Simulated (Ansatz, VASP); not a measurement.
**Two plane-wave programs on ZnSe**

File INCAR:

```
SYSTEM = ZnSe
PREC = Accurate
ENCUT = 600
EDIFF = 1E-7
ISMEAR = -1
SIGMA = 0.08
LREAL = .FALSE.
LASPH = .TRUE.
NELM = 100
ALGO = Normal
ISIF = 3
LWAVE = .FALSE.
LCHARG = .FALSE.
GGA = PE
IBRION = 2
NSW = 100
EDIFFG = -0.005
```

File KPOINTS:

```
regular mesh
0
G
  13 13 13
  0 0 0
```

POSCAR

```
ZnSe
1.0
    0.0000000000      2.4940015977      2.4940015977
    2.4940015977      0.0000000000      2.4940015977
    2.4940015977      2.4940015977      0.0000000000
Zn Se
1 1
Direct
    0.0000000000      0.0000000000      0.0000000000
    0.5000000000      0.5000000000      0.5000000000
```

Input for Ansatz:

```yaml
crystal:
  lattice:
    - [0.0, 2.4940015977, 2.4940015977]
    - [2.4940015977, 0.0, 2.4940015977]
    - [2.4940015977, 2.4940015977, 0.0]
  atoms:
    - { symbol: Zn, position: [0.0, 0.0, 0.0] }
    - { symbol: Se, position: [0.5, 0.5, 0.5] }
kpoints:
  mp_grid: { grid: [13, 13, 13] }
scf:
  occupations: { method: fermi_dirac, width: 0.08 }
hamiltonian:
  xc: pbe
  pseudopotentials: { kind: paw }
output:
  forces: true
  stress: true
  write_density: true
  write_potential: true
  elf: true
  volumetric_format: npy
relax:
  f_tol: 0.005
  max_steps: 80
  cell: {}
```

Alike in both runs: task relaxation of cell and atoms; functional PBE; k mesh 13 × 13 × 13; occupations fermi-dirac, width 0.08 eV; no spin polarisation.

|  | VASP | Ansatz |
| --- | --- | --- |
| version | VASP 6.6.1 | Ansatz 0.2.0 |
| potentials or method | VASP PAW PBE potentials, release 64 (Zn, Se) | PAW with Ansatz's default frozen-core files, scalar-relativistic |
| plane-wave cutoff (eV) | 600 | 420 |
| valence electrons in the cell | 18 | 28 |

```tsv
	VASP	Ansatz	Ansatz less VASP
relaxed volume (Å³/atom)	19.39	19.33	-0.061
relaxed cell length with the largest relative difference (Å)	3.799	3.795	-0.0040
energy change over the relaxation (meV/atom)	-258	-250	+8.0
```

The two sets of potentials don't hold the same shells in valence.

Caveats: the volume moved by over 15 % at a fixed basis, so the end points are rough (VASP).
